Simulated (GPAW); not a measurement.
Runs of GPAW 26.7.0 on TiC. Symmetry: Fm-3m, No. 225, cubic system. Conventional cell: a = 4.331 Å, b = 4.331 Å, c = 4.331 Å, α = 90.00°, β = 90.00°, γ = 90.00°. Around Ti (site symmetry m-3m) lie 6 C at 2.17 Å. C (site symmetry m-3m) has 6 Ti at 2.17 Å as nearest neighbours. The cell is a database's computed one.

```csv
task,level,potentials or basis,cell,band path,band points,optimizer,fmax,max steps,gap on the mesh (eV),pressure (GPa),relaxed volume (Å³/atom)
band structure,revPBE,"the program's PAW data sets (release 1.2.1) made for this functional, pw",as given,"GXWKGLUWLK,UX",80,-,-,-,-,(a),-
relaxation of cell and atoms,LDA,"the program's PAW data sets (release 1.2.1) made for this functional, pw",relaxed,-,-,LBFGS,0.05 eV/Å,40,none,0.4,9.69
band structure,RPBE,"the program's PAW data sets (release 1.2.1) made for this functional, pw",as given,"GXWKGLUWLK,UX",80,-,-,-,-,5.6,-
relaxation of cell and atoms,RPBE,"the program's PAW data sets (release 1.2.1) made for this functional, pw",relaxed,-,-,BFGS,0.05 eV/Å,60,none,0.1,10.38
band structure,PBEsol,"PAW data sets generated in the run's folder for this functional, pw",as given,"GXWKGLUWLK,UX",100,-,-,-,-,(b),-
relaxation of cell and atoms,PBEsol,"PAW data sets generated in the run's folder for this functional, pw",relaxed,-,-,BFGS,0.05 eV/Å,60,none,0.1,9.93
band structure,LDA,"the program's PAW data sets (release 1.2.1) made for this functional, pw",as given,"GXWKGLUWLK,UX",80,-,-,-,-,-11.8,-
```

Alike in all rows: no spin polarisation; k mesh 11 × 11 × 11; cutoff (eV) 800; smearing fermi-dirac 0.05 eV.

Q: Estimate the missing entries.

A: (a) 4.4; (b) -5.9.

Caveats: later steps reuse the first step's grids (some runs).

A gap of «none» marks a metal or a gap under the smearing width.

Runs at the PBE level aren't shown here.
